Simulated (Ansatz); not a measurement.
Input of an Ansatz 0.2.0 run:

Contents of input.yaml:

```yaml
crystal:
  lattice:
    - [0.0, 2.035, 2.035]
    - [2.035, 0.0, 2.035]
    - [2.035, 2.035, 0.0]
  atoms:
    - { symbol: Au, position: [0.0, 0.0, 0.0] }
hamiltonian:
  xc: pbe
  pseudopotentials: { kind: paw }
kpoints:
  mp_grid: { grid: [11, 11, 11] }
scf:
  occupations: { method: gaussian, width: 0.025 }
output:
  forces: true
  stress: true
  eigenvalues: true
```

Potentials or basis: Ansatz PAW.

Run with:

```console
$ ansatz run input.yaml --threads 2 --pin off --max-ram 5632MiB --backend cpu --events-out ev --progress --plain --runs-dir out
```

Question: Predict the band gap on the k mesh.

Answer: None (metal or under the smearing width).

Question: What does it give for the pressure?

Answer: 10.8 GPa.

The run has no spin-orbit coupling, so splittings on Au are missing.
